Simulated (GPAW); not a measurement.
The system is FePt (Tetraferroplatinum).

```
Pt Fe
1.0
     2.72350    0.00000    0.00000
     0.00000    2.72350    0.00000
     0.00000    0.00000    3.72000
Pt Fe
1 1
Direct
  0.50000 0.50000 0.50000
  0.00000 0.00000 0.00000
```

Base run:

```yaml
Program: GPAW 26.7.0
Functional: PBE
Potentials_or_basis: PAW data sets generated in the run's folder for this functional
Cutoff: 600 eV
Basis: pw
k_mesh: 7 × 7 × 5
Occupations: fermi-dirac, width 0.05 eV
Spin: collinear spin, ferromagnetic start
Starting_moments: "[0.0, 3.0] μB"
```

Its results: pressure 4.3 GPa; net moment 3.28 μB per cell; site moments Pt +0.37; Fe +2.90 μB.

Question: The run is repeated on the same cell with these changes: functional from PBE to LDA. What comes out?

Answer: Pressure -12.9 GPa; net moment 3.17 μB per cell; site moments Pt +0.34; Fe +2.78 μB.

LDA binds more tightly than PBE, so the same cell stands under less pressure.
